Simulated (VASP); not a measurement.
# Ru in VASP: work function with PBE

Aim: the work function of Ru with PBE.

Program: VASP 6.6.1. These are calculated values, not measurements. Logs are shortened: lines on timing, memory, paths and dates and some standing lists are left out, and cuts for length are marked.

**1. The structure**

The cell holds a slab with vacuum, 4 atoms: a = 2.719 Å, b = 2.719 Å, c = 27.376 Å, α = 90.00°, β = 90.00°, γ = 120.00°.

The cell was built by a generator and needn't be a form met in nature.

**2. Work function, PBE**

The input, INCAR:

```
SYSTEM = Ru
PREC = Accurate
ENCUT = 520
EDIFF = 1E-6
ISMEAR = 1
SIGMA = 0.1
LREAL = .False.
LASPH = .True.
NELM = 60
ALGO = Normal
ISIF = 2
LWAVE = .False.
LCHARG = .True.
LDIPOL = .True.
IDIPOL = 3
DIPOL = 0.5 0.5 0.500
GGA = PE
LELF = .True.
LVHAR = .True.
LVACPOTAV = .True.
```

The input, KPOINTS:

```
Automatic mesh
0
Gamma
  14 14 1
  0 0 0
```

The input, POSCAR:

```
Ru                                      
1.0
    2.7193470000      0.0000000000      0.0000000000
   -1.3596735000      2.3550235400      0.0000000000
    0.0000000000      0.0000000000     27.3762814600
  Ru            
     4
Selective dynamics
Direct
     0.3333330000000032    0.6666669999999968    0.3822968500000030   F   F   F
     0.6666669999999968    0.3333330000000032    0.4580391995066901   T   T   T
     0.3333330000000032    0.6666669999999968    0.5369974052441363   T   T   T
     0.6666669999999968    0.3333330000000032    0.6127397959590555   T   T   T
```

Potentials or basis: VASP PAW PBE potentials, release 64 (Ru_pv).

Run with:

```bash
cat potpaw_PBE.64/Ru_pv/POTCAR > POTCAR
mpirun -np 1 vasp_std > vasp.out
```

OUTCAR:

```text
SYSTEM = Ru
   PREC = Accurate
   ENCUT = 520
   EDIFF = 1E-6
   ISMEAR = 1
   LREAL = .False.
   LASPH = .True.
   NELM = 60
   ISIF = 2
   GGA = PE

 ion  position               nearest neighbor table
   1  0.333  0.667  0.382-   2 2.60   2 2.60   2 2.60
   2  0.667  0.333  0.458-   1 2.60   1 2.60   1 2.60   3 2.67   3 2.67   3 2.67
   3  0.333  0.667  0.537-   4 2.60   4 2.60   4 2.60   2 2.67   2 2.67   2 2.67
   4  0.667  0.333  0.613-   3 2.60   3 2.60   3 2.60

  LATTYP: Found a hexagonal cell.
 ALAT       =     2.7193470000
 C/A-ratio  =    10.0672262348

  Lattice vectors:

 A1 = (   2.7193470000,   0.0000000000,   0.0000000000)
 A2 = (  -1.3596735000,   2.3550235400,   0.0000000000)
 A3 = (   0.0000000000,   0.0000000000,  27.3762814600)

Analysis of symmetry for initial positions (statically):
=====================================================================
 Subroutine PRICEL returns:
 Original cell was already a primitive cell.

 Routine SETGRP: Setting up the symmetry group for a
 hexagonal supercell.

 Subroutine GETGRP returns: Found 12 space group operations
 (whereof  6 operations were pure point group operations)
 out of a pool of 24 trial point group operations.

The static configuration has the point symmetry C_3v.
 The point group associated with its full space group is D_3d.

Analysis of symmetry for dynamics (positions and initial velocities):
=====================================================================
 Subroutine PRICEL returns:
 Original cell was already a primitive cell.

 Routine SETGRP: Setting up the symmetry group for a
 hexagonal supercell.

 Subroutine GETGRP returns: Found 12 space group operations
 (whereof  6 operations were pure point group operations)
 out of a pool of 24 trial point group operations.

The dynamic configuration has the point symmetry C_3v.
 The point group associated with its full space group is D_3d.

Analysis of constrained symmetry for selective dynamics:
=====================================================================
 Subroutine PRICEL returns:
 Original cell was already a primitive cell.

 Routine SETGRP: Setting up the symmetry group for a
 hexagonal supercell.

 Subroutine GETGRP returns: Found  6 space group operations
 (whereof  6 operations were pure point group operations)
 out of a pool of 24 trial point group operations.

The constrained configuration has the point symmetry C_3v.

 Subroutine INISYM returns: Found  6 space group operations
 (whereof  6 operations are pure point group operations),
 and found     1 'primitive' translations

----------------------------------------------------------------------------------------

                                     Primitive cell

  volume of cell :     175.3212

  direct lattice vectors                    reciprocal lattice vectors
     2.719347000  0.000000000  0.000000000     0.367735342  0.212312103  0.000000000
    -1.359673500  2.355023540  0.000000000     0.000000000  0.424624206  0.000000000
     0.000000000  0.000000000 27.376281460     0.000000000  0.000000000  0.036527970

  length of vectors
     2.719347000  2.719346962 27.376281460     0.424624200  0.424624206  0.036527970

  position of ions in fractional coordinates (direct lattice)
     0.333333000  0.666667000  0.382296850
     0.666667000  0.333333000  0.458039200
     0.333333000  0.666667000  0.536997405
     0.666667000  0.333333000  0.612739796

  ion indices of the primitive-cell ions
   primitive index   ion index
                 1           1
                 2           2
                 3           3
                 4           4

----------------------------------------------------------------------------------------

 KPOINTS: Automatic mesh

Automatic generation of k-mesh.
 Grid dimensions read from file:
 generate k-points for:   14   14    1

 Generating k-lattice:

  Cartesian coordinates                     Fractional coordinates (reciprocal lattice)
     0.026266810  0.015165150  0.000000000     0.071428571  0.000000000  0.000000000
     0.000000000  0.030330300  0.000000000     0.000000000  0.071428571  0.000000000
     0.000000000  0.000000000  0.036527970     0.000000000  0.000000000  1.000000000

  Length of vectors
     0.030330300  0.030330300  0.036527970

  Shift w.r.t. Gamma in fractional coordinates (k-lattice)
     0.000000000  0.000000000  0.000000000

 Subroutine IBZKPT returns following result:
 ===========================================

 Found     24 irreducible k-points:

 Following reciprocal coordinates:
            Coordinates               Weight
  0.000000  0.000000  0.000000      1.000000
  0.071429  0.000000  0.000000      6.000000
  0.142857  0.000000  0.000000      6.000000
  0.214286  0.000000  0.000000      6.000000
  0.285714  0.000000  0.000000      6.000000
  0.357143  0.000000  0.000000      6.000000
[... 16 lines left out ...]
  0.285714  0.285714  0.000000      6.000000
  0.357143  0.285714  0.000000      6.000000
   k-points           NKPTS =     24   k-points in BZ     NKDIM =     24   number of bands    NBANDS=     33
   number of dos      NEDOS =    301   number of ions     NIONS =      4
   total plane-waves  NPLWV =  84000
   dimension x,y,z NGX =    20 NGY =   20 NGZ =  210
   dimension x,y,z NGXF=    40 NGYF=   40 NGZF=  420
   ions per type =               4
   NGX,Y,Z   is equivalent  to a cutoff of  12.23, 12.23, 12.75 a.u.
   NGXF,Y,Z  is equivalent  to a cutoff of  24.45, 24.45, 25.51 a.u.
 SYSTEM =  Ru
   PREC   = accura    normal or accurate (medium, high low for compatibility)
   ISTART =      0    job   : 0-new  1-cont  2-samecut
   ICHARG =      2    charge: 1-file 2-atom 10-const
   ISPIN  =      1    spin polarized calculation?
   LNONCOLLINEAR =      F non collinear calculations
   LSORBIT =      F    spin-orbit coupling
   LASPH  =      T    aspherical Exc in radial PAW
   ENCUT  =  520.0 eV  38.22 Ry    6.18 a.u.   5.06  5.06 50.90*2*pi/ulx,y,z
   NELM   =     60;   NELMIN=  2; NELMDL= -5     # of ELM steps
   EDIFF  = 0.1E-05   stopping-criterion for ELM
   LREAL  =      F    real-space projection
   EDIFFG = 0.1E-04   stopping-criterion for IOM
   NSW    =      0    number of steps for IOM
   IBRION =     -1    ionic relax: 0-MD 1-quasi-New 2-CG
   NFREE  =      0    steps in history (QN), initial steepest desc. (CG)
   ISIF   =      2    stress and relaxation
   ISYM   =      2    0-nonsym 1-usesym 2-fastsym
   POTIM  = 0.5000    time-step for ionic-motion
   TEBEG  =    0.0;   TEEND  =   0.0 temperature during run
   PSTRESS=    0.0 pullay stress
   NELECT =      56.0000    total number of electrons
   NUPDOWN=      -1.0000    fix difference up-down
   EMIN   =  10.00;   EMAX   =-10.00  energy-range for DOS
   EFERMI =   0.00;   METHOD = LEGACY
   ISMEAR =     1;   SIGMA  =   0.10  broadening in eV -4-tet -1-fermi 0-gaus
   EFERMI_NEDOS =   21; number of points for ismear=-14 and -15
   IALGO  =     38    algorithm
   IMIX   =      4    mixing-type and parameters
     AMIX     =   0.40;   BMIX     =  1.00
     AMIX_MAG =   1.60;   BMIX_MAG =  1.00
  volume/ion in A,a.u.               =      43.83       295.78
  Fermi-wavevector in a.u.,A,eV,Ry     =   1.119076  2.114746 17.038984  1.252330
  Thomas-Fermi vector in A             =   2.255712
   LORBIT       =      0    0 simple, 1 ext, 2 COOP (PROOUT), +10 PAW based schemes
   GGA     = PE    functional components
   LHFCALC =     F    Hartree Fock is set to
   AEXX    =    0.0000 exact exchange contribution
   IVDW    =     0    specifies the selected vdW correction
   LEPSILON=     F    determine dielectric tensor
   LRPA    =     F    only Hartree local field effects (RPA)
 non-spin polarized calculation
 Methfessel and Paxton  Order N= 1 SIGMA  =   0.10
  energy-cutoff  :      520.00
  volume of cell :      175.32
 maximum number of plane-waves:      4763
   NGX = 11   NGY = 11   NGZ =101

 dipolmoment           0.000000      0.000000     -0.000001 electrons x Angstroem

 number of electron      56.0000022 magnetization

 dipolmoment           0.000000      0.000000      0.000002 electrons x Angstroem

 Free energy of the ion-electron system (eV)
  ---------------------------------------------------
  ext. energy  EPLUGINS =         0.00000000
  ---------------------------------------------------
  free energy    TOTEN  =       -34.80858069 eV

  energy without entropy =      -34.80738322  energy(sigma->0) =      -34.80818153

 E-fermi :   0.5653     XC(G=0):  -5.1487

 val. band max:        0.5621559904   @ k =   0.2857   0.0714   0.0000
 cond. band min:       0.5702250503   @ k =   0.2143   0.0000   0.0000
 fundamental gap:      0.0080690598
 Fermi energy:         0.5652857233

 k-point     1 :       0.0000    0.0000    0.0000
  band No.  band energies     occupation
      1     -43.0606      2.00000
      2     -42.6631      2.00000
      3     -42.2694      2.00000
      4     -42.2694      2.00000
      5     -42.1927      2.00000
      6     -42.1927      2.00000
[... 25 lines left out ...]
     32       0.7260     -0.04545
     33       1.5440     -0.00000

 k-point     2 :       0.0714    0.0000    0.0000
  band No.  band energies     occupation
      1     -43.0477      2.00000
      2     -42.6640      2.00000
      3     -42.2989      2.00000
      4     -42.2800      2.00000
      5     -42.2505      2.00000
      6     -42.2001      2.00000
[... 25 lines left out ...]
     32       0.6119      0.29768
     33       0.9321     -0.00000
[... 754 lines left out ...]
     32       2.0752     -0.00000
     33       5.9024      0.00000

 k-point    24 :       0.3571    0.2857    0.0000
  band No.  band energies     occupation
      1     -42.9013      2.00000
      2     -42.8837      2.00000
      3     -42.7920      2.00000
      4     -42.6515      2.00000
      5     -42.6052      2.00000
      6     -42.5818      2.00000
[... 25 lines left out ...]
     32       1.8176     -0.00000
     33       7.2324      0.00000

------------------------ aborting loop because EDIFF is reached ----------------------------------------

  FORCE on cell =-STRESS in cart. coord.  units (eV):
  Direction    XX          YY          ZZ          XY          YZ          ZX
  --------------------------------------------------------------------------------------
  -------------------------------------------------------------------------------------
  Total       -2.7196104     -2.7196103     -0.0619069      0.0000000      0.0000000      0.0000000
  in kB      -24.8532357    -24.8532348     -0.5657378      0.0000000      0.0000000      0.0000000
  external PRESSURE =     -16.7574028 kB  Pullay stress =       0.0000000 kB

 VOLUME and BASIS-vectors are now :
 -----------------------------------------------------------------------------
  energy-cutoff  :      520.00
  volume of cell :      175.32
      direct lattice vectors                 reciprocal lattice vectors
     2.719347000  0.000000000  0.000000000     0.367735342  0.212312103  0.000000000
    -1.359673500  2.355023540  0.000000000     0.000000000  0.424624206  0.000000000
     0.000000000  0.000000000 27.376281460     0.000000000  0.000000000  0.036527970

 POSITION                                       TOTAL-FORCE (eV/Angst)
 -----------------------------------------------------------------------------------
     -0.00000      1.57002     10.46587        -0.000000      0.000000      0.002601
      1.35967      0.78501     12.53941         0.000000     -0.000000      0.000994
     -0.00000      1.57002     14.70099        -0.000000      0.000000     -0.000997
      1.35967      0.78501     16.77454         0.000000      0.000000     -0.002598
 -----------------------------------------------------------------------------------
    total drift:                               -0.000000     -0.000000      0.000602

  FREE ENERGIE OF THE ION-ELECTRON SYSTEM (eV)
  ---------------------------------------------------
  free  energy   TOTEN  =       -34.8085806892 eV

  energy  without entropy=      -34.8073832248  energy(sigma->0) =      -34.80818153

 vacuum level on the upper side and lower side of the slab         5.599         5.599
```

Wall time 3.5 min (1 thread of Intel Xeon 6975P-C (Granite Rapids), shared host); peak memory 0.31 GiB.

Results:

| Item | Value |
| --- | --- |
| Free energy | -34.8086 eV |
| Band gap on the k mesh | none (metal or under the smearing width) |
| Work function of the upper face | 5.03 eV |
| Work function of the lower face | 5.03 eV |

Forces in eV/Å, atoms in the order of the input:
```
Ru   0.000  0.000  0.003
Ru   0.000  0.000  0.001
Ru   0.000  0.000 -0.001
Ru   0.000  0.000 -0.003
```
